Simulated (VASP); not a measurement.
**Mg: single point with PBE**

Mg:

```
Mg
1.0
     0.00000    2.21494    2.21494
     2.21494    0.00000    2.21494
     2.21494    2.21494    0.00000
Mg
1
Direct
  0.00000 0.00000 0.00000
```

This isn't the form of Mg at room conditions, which is hcp.

```yaml
Program: VASP 6.6.1
Task: single point
Functional: PBE
Potentials_or_basis: VASP PAW PBE potentials, release 64 (Mg)
Cutoff: 520 eV
k_mesh: 16 × 16 × 16
Occupations: gaussian, width 0.1 eV
Spin: no spin polarisation
```

```yaml
Pressure: 2.4 GPa
Band_gap_on_the_k_mesh: none (metal or under the smearing width)
```

Levels at points of the mesh, in eV from the Fermi level:
| k point | band 1 | band 2 | band 3 | band 4 | band 5 | band 6 |
| --- | --- | --- | --- | --- | --- | --- |
| (0.00, 0.00, 0.00) | -7.15 | 12.72 | 12.72 | 12.72 | 14.94 | 14.94 |
| (0.50, 0.00, 0.00) | -1.78 | -1.27 | 11.58 | 11.58 | 12.66 | 12.66 |
| (0.50, 0.50, 0.00) | -0.22 | 0.84 | 6.21 | 7.25 | 7.25 | 10.33 |

Wall time 9.6 s on 1 thread of AMD EPYC 9R45 (Zen 5), with other jobs on the host, peak memory 0.12 GiB.
